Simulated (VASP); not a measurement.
Set up this calculation in VASP 6.6.1, as the native input.

- Task: relaxation of cell and atoms
- Functional: PBEsol
- Potentials or basis: VASP PAW PBE potentials, release 64 (Te, Pb_d)
- Cutoff: 600 eV
- k mesh: 8 × 8 × 8
- Occupations: gaussian, width 0.03 eV
- Spin: no spin polarisation
- Further INCAR settings: ALGO = Normal; EDIFF = 1e-07; IBRION = 2; EDIFFG = -0.005; NSW = 90; ISIF = 3

The structure of TePb lies in POSCAR:

```
TePb                                    
1.0
   -0.0000000000      3.2218515824      3.2218515824
    3.2218515824      0.0000000000      3.2218515824
    3.2218515824      3.2218515824     -0.0000000000
  Te              Pb            
     1     1
Direct
     0.5000000000000000    0.5000000000000000    0.5000000000000000
     0.0000000000000000    0.0000000000000000    0.0000000000000000
```

These files were run (other wordings do the same):

INCAR

```
ALGO = Normal
EDIFF = 1E-7
EDIFFG = -0.005
ENCUT = 600
GGA = PS
IBRION = 2
ISIF = 3
ISMEAR = 0
KPAR = 8
LASPH = True
LCHARG = False
LREAL = False
LWAVE = False
NELM = 80
NSW = 90
PREC = Accurate
SIGMA = 0.03
```

KPOINTS

```
k-points
0
Gamma
  8 8 8
```

Potentials or basis: VASP PAW PBE potentials, release 64 (Te, Pb_d).

Run with:

```console
$ cat potpaw_PBE.64/Te/POTCAR potpaw_PBE.64/Pb_d/POTCAR > POTCAR
$ mpirun -np 8 vasp_std > vasp.out
```

It gave:

```
Pressure after relaxing : 0.0 GPa
Band gap on the k mesh  : 0.65 eV, direct
```

Caveat: the relaxation stopped at its first step, so nothing moved; the PAW data sets were made with another functional, which shifts forces and pressure a little; spin-orbit coupling is left out, which as a rule narrows the gap of such compounds by several tenths of an eV.

Wall time 11 s on 8 MPI ranks on Intel(R) Xeon(R) Platinum 8488C (Sapphire Rapids) (shared host), peak memory 0.24 GiB a rank.
